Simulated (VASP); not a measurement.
Si in VASP 6.6.1, single-point calculation

INCAR

```
SIGMA = 0.01
NSW = 0
NBANDS = 8
IBRION = -1
LREAL = .FALSE.
ISIF = 2
ISMEAR = 0
EDIFF = 1E-7
LWAVE = .FALSE.
GGA = CA
ENCUT = 520
NELM = 120
ALGO = Fast
PREC = Accurate
LASPH = .TRUE.
LCHARG = .FALSE.
```

KPOINTS

```
KPOINTS created by Atomic Simulation Environment
0
Gamma
8 8 8
0 0 0
```

POSCAR

```
Si
 1.0000000000000000
     0.0000000000000000    2.7221188960354810    2.7221188960354810
     2.7221188960354810   -0.0000000000000000    2.7221188960354810
     2.7221188960354810    2.7221188960354810   -0.0000000000000000
 Si
   2
Cartesian
 -0.0000000000000000  0.0000000000000000 -0.0000000000000000
  1.3610594480177407  1.3610594480177407  1.3610594480177407
```

The recommended LDA PAW datasets give the neutral cell 8 valence electrons.

Command

```
mpirun -np 1 vasp_std
```

Problem. How does this run end, and what does it give?

Solution. It converged. Results: gap between bands v and c on the k mesh 0.53 eV; least direct gap on the k mesh 2.52 eV; pressure -2.1 GPa. Band v is the last that the valence electrons fill when counted band by band, and c is the next.

OSZICAR

```
N       E                     dE             d eps       ncg     rms          rms(c)
DAV:   1     0.629847304143E+01    0.62985E+01   -0.31756E+03   464   0.762E+02
DAV:   2    -0.119282994371E+02   -0.18227E+02   -0.17782E+02   720   0.851E+01
DAV:   3    -0.121656410545E+02   -0.23734E+00   -0.23734E+00   576   0.120E+01
DAV:   4    -0.121666091874E+02   -0.96813E-03   -0.96813E-03   776   0.853E-01
DAV:   5    -0.121666097981E+02   -0.61072E-06   -0.61072E-06   608   0.204E-02    0.496E+00
RMM:   6    -0.119900862355E+02    0.17652E+00   -0.67504E-02   467   0.155E+00    0.297E+00
RMM:   7    -0.119087221117E+02    0.81364E-01   -0.14559E-01   507   0.235E+00    0.225E-01
RMM:   8    -0.119093742180E+02   -0.65211E-03   -0.10096E-02   486   0.797E-01    0.898E-02
RMM:   9    -0.119094980671E+02   -0.12385E-03   -0.26189E-03   530   0.380E-01    0.873E-02
RMM:  10    -0.119095366439E+02   -0.38577E-04   -0.45185E-04   521   0.195E-01    0.430E-02
RMM:  11    -0.119095540525E+02   -0.17409E-04   -0.13535E-04   535   0.102E-01    0.108E-02
RMM:  12    -0.119095543044E+02   -0.25191E-06   -0.24076E-05   520   0.447E-02    0.159E-02
RMM:  13    -0.119095549504E+02   -0.64593E-06   -0.76247E-06   523   0.246E-02    0.437E-02
RMM:  14    -0.119095549699E+02   -0.19506E-07   -0.10280E-06   499   0.975E-03    0.144E-02
RMM:  15    -0.119095549634E+02    0.64506E-08   -0.27675E-07   347   0.494E-03
   1 F= -.11909555E+02 E0= -.11909555E+02  d E =-.907968E-22
```

For comparison, a separate LDA run of the intended cell, on usual settings and not on those above, gives a gap of 0.53 eV on its mesh and a pressure of -2.1 GPa.
